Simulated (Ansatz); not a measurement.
# AgCl: strain and displacement

```
CELL_PARAMETERS angstrom
0.00000 2.77315 2.77315
2.77315 0.00000 2.77315
2.77315 2.77315 0.00000
ATOMIC_POSITIONS crystal
Ag 0.50000 0.50000 0.50000
Cl 0.00000 0.00000 0.00000
```

Atoms are numbered in the order listed.

The cell comes from COD entry 9011666, which wasn't checked; take it as a given geometry.

These are results of DFT, PBEsol, all-electron PAW with datasets made for the crystal, scalar-relativistic (Ansatz 0.2.0), not measurements.

Numerical set-up: a Γ-centred 9×9×9 k mesh, Fermi–Dirac smearing of 0.01 eV, cutoff 260 eV (chosen by the program for this cell), no spin polarisation.

The unchanged cell is at -2.63 GPa.

Semilocal functionals give too small gaps.

x, y and z are the Cartesian axes of the cell as listed; fractional coordinates follow a strain, and an engineering shear is twice the off-diagonal strain component.

Vzz stands for the principal value of largest size of the field-gradient tensor, whatever its axis.

No spin–orbit coupling: at heavy atoms the gradients can be off by tens of per cent for that reason.

Task: One change gave: energy change under 1 meV/atom; stress change (xx, yy, zz, yz, xz, xy) -0.01, -0.01, -0.01, -0.13, -0.13, -0.13 GPa, compression positive; Vzz in 10²¹ V/m²: Ag1 0 → -0.44 (η = 0.00), Cl2 0 → 0.92 (η = 0.00); gap on the k mesh 0.78 → 0.75 eV. Which change was it?
A. equal xy, yz and zx engineering shear strains of +2 %
B. equal xy, yz and zx engineering shear strains of +1 %
C. equal xy, yz and zx engineering shear strains of -2 %
D. equal xy, yz and zx engineering shear strains of -1 %

Result: A. For equal xy, yz and zx engineering shear strains of -2 %: energy change under 1 meV/atom; stress change (xx, yy, zz, yz, xz, xy) -0.01, -0.01, -0.01, 0.13, 0.13, 0.13 GPa, compression positive; Vzz in 10²¹ V/m²: Ag1 0 → 0.44 (η = 0.00), Cl2 0 → -0.89 (η = 0.00); gap on the k mesh 0.78 → 0.76 eV. For equal xy, yz and zx engineering shear strains of -1 %: energy change under 1 meV/atom; stress change (xx, yy, zz, yz, xz, xy) 0.00, 0.00, 0.00, 0.06, 0.06, 0.06 GPa, compression positive; Vzz in 10²¹ V/m²: Ag1 0 → 0.22 (η = 0.00), Cl2 0 → -0.45 (η = 0.00); gap on the k mesh 0.78 → 0.77 eV. For equal xy, yz and zx engineering shear strains of +1 %: energy change under 1 meV/atom; stress change (xx, yy, zz, yz, xz, xy) 0.00, 0.00, 0.00, -0.07, -0.07, -0.07 GPa, compression positive; Vzz in 10²¹ V/m²: Ag1 0 → -0.22 (η = 0.00), Cl2 0 → 0.46 (η = 0.00); gap on the k mesh 0.78 → 0.77 eV.
